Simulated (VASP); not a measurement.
# ZnS (Wurtzite-4H) (P6_3mc) in VASP: further runs

The runs below take ZnS (Wurtzite-4H) through single point, with PBEsol.

Everything below comes from runs of VASP 6.6.1. Logs are shortened: lines on timing, memory, paths and dates and some standing lists are left out, and cuts for length are marked.

**The experiment to reproduce.**

A printed reference work, monograph reports, for a bulk crystal of ZnS at 4 K: band gap 3.911 eV (direct).

The results are compared with them further down.

## Step 1: The cell of the first run

Symmetry: P6_3mc, No. 186, hexagonal system. The conventional cell has a = 3.823 Å, b = 3.823 Å, c = 12.520 Å, α = 90.00°, β = 90.00°, γ = 120.00°. Zn (site symmetry 3m) has 4 S at 2.34 to 2.35 Å within 3.1 Å. Within 3.1 Å of Zn (site symmetry 3m) lie 4 S at 2.34 to 2.35 Å. Within 3.1 Å of S (site symmetry 3m) lie 4 Zn at 2.34 to 2.35 Å. Within 3.1 Å of S (site symmetry 3m) lie 4 Zn at 2.34 to 2.35 Å.

## Step 2: Single point, PBEsol

Contents of INCAR:

```
ALGO = Normal
EDIFF = 1E-6
ENCUT = 520
GGA = PS
ISIF = 2
ISMEAR = 0
LASPH = True
LCHARG = True
LELF = True
LREAL = False
LVHAR = True
LWAVE = False
NBANDS = 46
NELM = 80
PREC = Accurate
SIGMA = 0.01
```

Contents of KPOINTS:

```
k-points
0
Gamma
  6 6 2
```

Contents of POSCAR:

```
ZnS
1.0
    3.8227000000      0.0000000000      0.0000000000
   -1.9113500000      3.3105550000      0.0000000000
    0.0000000000      0.0000000000     12.5200000000
Zn S
4 4
Direct
    0.0000000000      0.0000000000      0.0000000000
    0.0000000000      0.0000000000      0.5000000000
    0.3333333333      0.6666666667      0.2500000000
    0.6666666667      0.3333333333      0.7500000000
    0.0000000000      0.0000000000      0.1875000000
    0.0000000000      0.0000000000      0.6875000000
    0.3333333333      0.6666666667      0.4375000000
    0.6666666667      0.3333333333      0.9375000000
```

Potentials or basis: VASP PAW PBE potentials, release 64 (Zn, S).

Started as:

```sh
$ cat potpaw_PBE.64/Zn/POTCAR potpaw_PBE.64/S/POTCAR > POTCAR
$ mpirun -np 1 vasp_std > vasp.out
```

OUTCAR:

```text
EDIFF = 1E-6
   ENCUT = 520
   GGA = PS
   ISIF = 2
   ISMEAR = 0
   LASPH = True
   LREAL = False
   NELM = 80
   PREC = Accurate

 ion  position               nearest neighbor table
   1  0.000  0.000  0.000-   8 2.34   8 2.34   8 2.34   5 2.35
   2  0.000  0.000  0.500-   7 2.34   7 2.34   7 2.34   6 2.35
   3  0.333  0.667  0.250-   5 2.34   5 2.34   5 2.34   7 2.35
   4  0.667  0.333  0.750-   6 2.34   6 2.34   6 2.34   8 2.35
   5  0.000  0.000  0.188-   3 2.34   3 2.34   3 2.34   1 2.35
   6  0.000  0.000  0.688-   4 2.34   4 2.34   4 2.34   2 2.35
   7  0.333  0.667  0.438-   2 2.34   2 2.34   2 2.34   3 2.35
   8  0.667  0.333  0.938-   1 2.34   1 2.34   1 2.34   4 2.35

  LATTYP: Found a hexagonal cell.
 ALAT       =     3.8227000000
 C/A-ratio  =     3.2751719988

  Lattice vectors:

 A1 = (   3.8227000000,   0.0000000000,   0.0000000000)
 A2 = (  -1.9113500000,   3.3105550000,   0.0000000000)
 A3 = (   0.0000000000,   0.0000000000,  12.5200000000)

Analysis of symmetry for initial positions (statically):
=====================================================================
 Subroutine PRICEL returns:
 Original cell was already a primitive cell.

 Routine SETGRP: Setting up the symmetry group for a
 hexagonal supercell.

 Subroutine GETGRP returns: Found 12 space group operations
 (whereof  6 operations were pure point group operations)
 out of a pool of 24 trial point group operations.

The static configuration has the point symmetry C_3v.
 The point group associated with its full space group is C_6v.

Analysis of symmetry for dynamics (positions and initial velocities):
=====================================================================
 Subroutine PRICEL returns:
 Original cell was already a primitive cell.

 Routine SETGRP: Setting up the symmetry group for a
 hexagonal supercell.

 Subroutine GETGRP returns: Found 12 space group operations
 (whereof  6 operations were pure point group operations)
 out of a pool of 24 trial point group operations.

The dynamic configuration has the point symmetry C_3v.
 The point group associated with its full space group is C_6v.

 Subroutine INISYM returns: Found 12 space group operations
 (whereof  6 operations are pure point group operations),
 and found     1 'primitive' translations

----------------------------------------------------------------------------------------

                                     Primitive cell

  volume of cell :     158.4438

  direct lattice vectors                    reciprocal lattice vectors
     3.822700000  0.000000000  0.000000000     0.261595208  0.151032078  0.000000000
    -1.911350000  3.310555000  0.000000000     0.000000000  0.302064155  0.000000000
     0.000000000  0.000000000 12.520000000     0.000000000  0.000000000  0.079872204

  length of vectors
     3.822700000  3.822699731 12.520000000     0.302064134  0.302064155  0.079872204

  position of ions in fractional coordinates (direct lattice)
     0.000000000  0.000000000  0.000000000
     0.000000000  0.000000000  0.500000000
     0.333333333  0.666666667  0.250000000
     0.666666667  0.333333333  0.750000000
     0.000000000  0.000000000  0.187500000
     0.000000000  0.000000000  0.687500000
     0.333333333  0.666666667  0.437500000
     0.666666667  0.333333333  0.937500000

  ion indices of the primitive-cell ions
   primitive index   ion index
                 1           1
                 2           2
                 3           3
                 4           4
                 5           5
                 6           6
                 7           7
                 8           8

----------------------------------------------------------------------------------------

 KPOINTS: k-points

Automatic generation of k-mesh.
 Grid dimensions read from file:
 generate k-points for:    6    6    2

 Generating k-lattice:

  Cartesian coordinates                     Fractional coordinates (reciprocal lattice)
     0.043599201  0.025172013  0.000000000     0.166666667 -0.000000000  0.000000000
     0.000000000  0.050344026  0.000000000     0.000000000  0.166666667  0.000000000
     0.000000000  0.000000000  0.039936102     0.000000000  0.000000000  0.500000000

  Length of vectors
     0.050344022  0.050344026  0.039936102

  Shift w.r.t. Gamma in fractional coordinates (k-lattice)
     0.000000000  0.000000000  0.000000000

 Subroutine IBZKPT returns following result:
 ===========================================

 Found     14 irreducible k-points:

 Following reciprocal coordinates:
            Coordinates               Weight
  0.000000  0.000000  0.000000      1.000000
  0.166667  0.000000  0.000000      6.000000
  0.333333 -0.000000  0.000000      6.000000
  0.500000 -0.000000  0.000000      3.000000
  0.166667  0.166667  0.000000      6.000000
  0.333333  0.166667  0.000000     12.000000
  0.333333  0.333333  0.000000      2.000000
  0.000000  0.000000  0.500000      1.000000
  0.166667  0.000000  0.500000      6.000000
  0.333333 -0.000000  0.500000      6.000000
  0.500000 -0.000000  0.500000      3.000000
  0.166667  0.166667  0.500000      6.000000
  0.333333  0.166667  0.500000     12.000000
  0.333333  0.333333  0.500000      2.000000
   k-points           NKPTS =     14   k-points in BZ     NKDIM =     14   number of bands    NBANDS=     46
   number of dos      NEDOS =    301   number of ions     NIONS =      8
   total plane-waves  NPLWV =  75264
   dimension x,y,z NGX =    28 NGY =   28 NGZ =   96
   dimension x,y,z NGXF=    56 NGYF=   56 NGZF=  192
   ions per type =               4   4
   NGX,Y,Z   is equivalent  to a cutoff of  12.18, 12.18, 12.75 a.u.
   NGXF,Y,Z  is equivalent  to a cutoff of  24.35, 24.35, 25.49 a.u.
 SYSTEM =  unknown system
   PREC   = accura    normal or accurate (medium, high low for compatibility)
   ISTART =      0    job   : 0-new  1-cont  2-samecut
   ICHARG =      2    charge: 1-file 2-atom 10-const
   ISPIN  =      1    spin polarized calculation?
   LNONCOLLINEAR =      F non collinear calculations
   LSORBIT =      F    spin-orbit coupling
   LASPH  =      T    aspherical Exc in radial PAW
   ENCUT  =  520.0 eV  38.22 Ry    6.18 a.u.   7.11  7.11 23.28*2*pi/ulx,y,z
   NELM   =     80;   NELMIN=  2; NELMDL= -5     # of ELM steps
   EDIFF  = 0.1E-05   stopping-criterion for ELM
   LREAL  =      F    real-space projection
   EDIFFG = 0.1E-04   stopping-criterion for IOM
   NSW    =      0    number of steps for IOM
   IBRION =     -1    ionic relax: 0-MD 1-quasi-New 2-CG
   NFREE  =      0    steps in history (QN), initial steepest desc. (CG)
   ISIF   =      2    stress and relaxation
   ISYM   =      2    0-nonsym 1-usesym 2-fastsym
   POTIM  = 0.5000    time-step for ionic-motion
   TEBEG  =    0.0;   TEEND  =   0.0 temperature during run
   PSTRESS=    0.0 pullay stress
   NELECT =      72.0000    total number of electrons
   NUPDOWN=      -1.0000    fix difference up-down
   EMIN   =  10.00;   EMAX   =-10.00  energy-range for DOS
   EFERMI =   0.00;   METHOD = LEGACY
   ISMEAR =     0;   SIGMA  =   0.01  broadening in eV -4-tet -1-fermi 0-gaus
   EFERMI_NEDOS =   21; number of points for ismear=-14 and -15
   IALGO  =     38    algorithm
   IMIX   =      4    mixing-type and parameters
     AMIX     =   0.40;   BMIX     =  1.00
     AMIX_MAG =   1.60;   BMIX_MAG =  1.00
  volume/ion in A,a.u.               =      19.81       133.65
  Fermi-wavevector in a.u.,A,eV,Ry     =   1.258618  2.378443 21.553245  1.584119
  Thomas-Fermi vector in A             =   2.392218
   LORBIT       =      0    0 simple, 1 ext, 2 COOP (PROOUT), +10 PAW based schemes
   GGA     = PS    functional components
   LHFCALC =     F    Hartree Fock is set to
   AEXX    =    0.0000 exact exchange contribution
   IVDW    =     0    specifies the selected vdW correction
   LEPSILON=     F    determine dielectric tensor
   LRPA    =     F    only Hartree local field effects (RPA)
 non-spin polarized calculation
 Gauss-broadening in eV      SIGMA  =   0.01
  energy-cutoff  :      520.00
  volume of cell :      158.44
 maximum number of plane-waves:      4296
   NGX = 15   NGY = 15   NGZ = 47

 number of electron      71.9999983 magnetization

 Free energy of the ion-electron system (eV)
  ---------------------------------------------------
  ext. energy  EPLUGINS =         0.00000000
  ---------------------------------------------------
  free energy    TOTEN  =       -30.31178500 eV

  energy without entropy =      -30.31178500  energy(sigma->0) =      -30.31178500

 E-fermi :   2.0448     XC(G=0):  -9.8269

 val. band max:        1.9866917892   @ k =   0.0000   0.0000   0.0000
 cond. band min:       3.9821220779   @ k =   0.0000   0.0000   0.0000
 fundamental gap:      1.9954302887
 Fermi energy:         2.0448261659

 k-point     1 :       0.0000    0.0000    0.0000
  band No.  band energies     occupation
      1     -11.1537      2.00000
      2     -10.7328      2.00000
      3     -10.7209      2.00000
      4     -10.2158      2.00000
      5      -4.3705      2.00000
      6      -4.3666      2.00000
[... 38 lines left out ...]
     45       8.5559      0.00000
     46       8.6608      0.00000

 k-point     2 :       0.1667    0.0000    0.0000
  band No.  band energies     occupation
      1     -10.9701      2.00000
      2     -10.5820      2.00000
      3     -10.5702      2.00000
      4     -10.1165      2.00000
      5      -4.3865      2.00000
      6      -4.3702      2.00000
[... 38 lines left out ...]
     45       8.6806      0.00000
     46       8.7477      0.00000

 k-point     3 :       0.3333   -0.0000    0.0000
  band No.  band energies     occupation
      1     -10.5285      2.00000
      2     -10.2490      2.00000
      3     -10.2382      2.00000
      4      -9.9384      2.00000
      5      -4.4076      2.00000
      6      -4.3558      2.00000
[... 528 lines left out ...]
     45       9.2092      0.00000
     46       9.2092      0.00000

 k-point    14 :       0.3333    0.3333    0.5000
  band No.  band energies     occupation
      1      -9.9812      2.00000
      2      -9.9812      2.00000
      3      -9.9688      2.00000
      4      -9.9688      2.00000
      5      -4.3013      2.00000
      6      -4.3013      2.00000
[... 38 lines left out ...]
     45       9.3738      0.00000
     46       9.3738      0.00000

------------------------ aborting loop because EDIFF is reached ----------------------------------------

  FORCE on cell =-STRESS in cart. coord.  units (eV):
  Direction    XX          YY          ZZ          XY          YZ          ZX
  --------------------------------------------------------------------------------------
  -------------------------------------------------------------------------------------
  Total       -1.9701229     -1.9701225     -2.1467567      0.0000000      0.0000000      0.0000000
  in kB      -19.9217986    -19.9217949    -21.7079120      0.0000000      0.0000000      0.0000000
  external PRESSURE =     -20.5171685 kB  Pullay stress =       0.0000000 kB

 VOLUME and BASIS-vectors are now :
 -----------------------------------------------------------------------------
  energy-cutoff  :      520.00
  volume of cell :      158.44
      direct lattice vectors                 reciprocal lattice vectors
     3.822700000  0.000000000  0.000000000     0.261595208  0.151032078  0.000000000
    -1.911350000  3.310555000  0.000000000     0.000000000  0.302064155  0.000000000
     0.000000000  0.000000000 12.520000000     0.000000000  0.000000000  0.079872204

 POSITION                                       TOTAL-FORCE (eV/Angst)
 -----------------------------------------------------------------------------------
      0.00000      0.00000      0.00000         0.000000      0.000000      0.020962
      0.00000      0.00000      6.26000        -0.000000     -0.000000      0.020962
     -0.00000      2.20704      3.13000        -0.000000      0.000000      0.006669
      1.91135      1.10352      9.39000         0.000000      0.000000      0.006669
      0.00000      0.00000      2.34750        -0.000000     -0.000000     -0.041228
      0.00000      0.00000      8.60750        -0.000000      0.000000     -0.041228
     -0.00000      2.20704      5.47750        -0.000000      0.000000      0.013597
      1.91135      1.10352     11.73750        -0.000000     -0.000000      0.013597
 -----------------------------------------------------------------------------------
    total drift:                               -0.000001     -0.000002     -0.001068

  FREE ENERGIE OF THE ION-ELECTRON SYSTEM (eV)
  ---------------------------------------------------
  free  energy   TOTEN  =       -30.3117849969 eV

  energy  without entropy=      -30.3117849969  energy(sigma->0) =      -30.31178500
```

Wall time 99 s (1 thread of AMD EPYC 7R13, shared host); peak memory 0.3 GiB.

What came out:

| Property | Result |
| --- | --- |
| Free energy | -30.3118 eV |
| Pressure | -2.1 GPa |
| Largest force | 0.041 eV/Å |
| Band gap on the k mesh | 2.00 eV, direct |

Forces in eV/Å, atoms in the order of the input:
```
Zn   0.000  0.000  0.021
Zn   0.000  0.000  0.021
Zn   0.000  0.000  0.007
Zn   0.000  0.000  0.007
S    0.000  0.000 -0.041
S    0.000  0.000 -0.041
S    0.000  0.000  0.014
S    0.000  0.000  0.014
```

Caveat: the PAW data sets were made with another functional, which shifts forces and pressure a little.

## Step 3: Single point, PBEsol

Contents of INCAR:

```
SYSTEM = ZnS
  PREC = Accurate
  ENCUT = 520
  EDIFF = 1E-7
  ISMEAR = 0
  SIGMA = 0.01
  LREAL = .FALSE.
  LASPH = .TRUE.
  NELM = 100
  ALGO = Normal
  ISIF = 2
  LWAVE = .FALSE.
  LCHARG = .FALSE.
  GGA = PS
  NBANDS = 46
```

Contents of KPOINTS:

```
regular mesh
0
G
  6 6 2
  0 0 0
```

POSCAR is that of step 2.

Potentials or basis: VASP PAW PBE potentials, release 64 (Zn, S).

Started as:

```sh
$ cat potpaw_PBE.64/Zn/POTCAR potpaw_PBE.64/S/POTCAR > POTCAR
$ mpirun -np 1 vasp_std > vasp.out
```

Wall time 1.7 min (1 thread of AMD EPYC 7R13, shared host); peak memory 0.3 GiB.

Results (log left out):

* Free energy: -30.3118 eV
* Pressure: -2.0 GPa
* Largest force: 0.041 eV/Å
* Band gap on the k mesh: 2.00 eV, direct

Forces on the atoms (eV/Å):
```
Zn   0.000  0.000  0.021
Zn   0.000  0.000  0.021
Zn   0.000  0.000  0.007
Zn   0.000  0.000  0.007
S    0.000  0.000 -0.041
S    0.000  0.000 -0.041
S    0.000  0.000  0.014
S    0.000  0.000  0.014
```

Stress tensor (GPa, compression positive):
```
-1.97  0.00  0.00
 0.00 -1.97  0.00
 0.00  0.00 -2.14
```

Levels at points of the mesh, in eV from the valence-band top:
```
           k point  band 33  band 34  band 35  band 36  band 37  band 38  band 39  band 40
(0.00, 0.00, 0.00)    -0.46    -0.04     0.00     0.00     2.00     3.08     3.27     3.51
(0.50, 0.00, 0.00)    -1.61    -1.59    -1.12    -0.88     3.18     3.22     3.64     4.23
(0.00, 0.00, 0.50)    -0.14    -0.14    -0.14    -0.14     2.87     2.87     3.20     3.20
(0.50, 0.00, 0.50)    -1.53    -1.53    -1.11    -1.11     3.57     3.57     3.90     3.90
```

Caveat: the PAW data sets were made with another functional, which shifts forces and pressure a little.

## Step 4: How close it comes

Step 2. A measured gap of ZnS is 3.911 eV (direct; 4 K; a printed reference work, monograph); the calculated 2.00 eV misses it by -1.92 eV. The value is that of PBEsol, without temperature or zero-point motion. Semilocal functionals fall short of measured gaps as a rule.

Step 3. A measured gap of ZnS is 3.911 eV (direct; 4 K; a printed reference work, monograph); the calculated 2.00 eV misses it by -1.92 eV. The value is that of PBEsol, without temperature or zero-point motion. Semilocal functionals fall short of measured gaps as a rule.
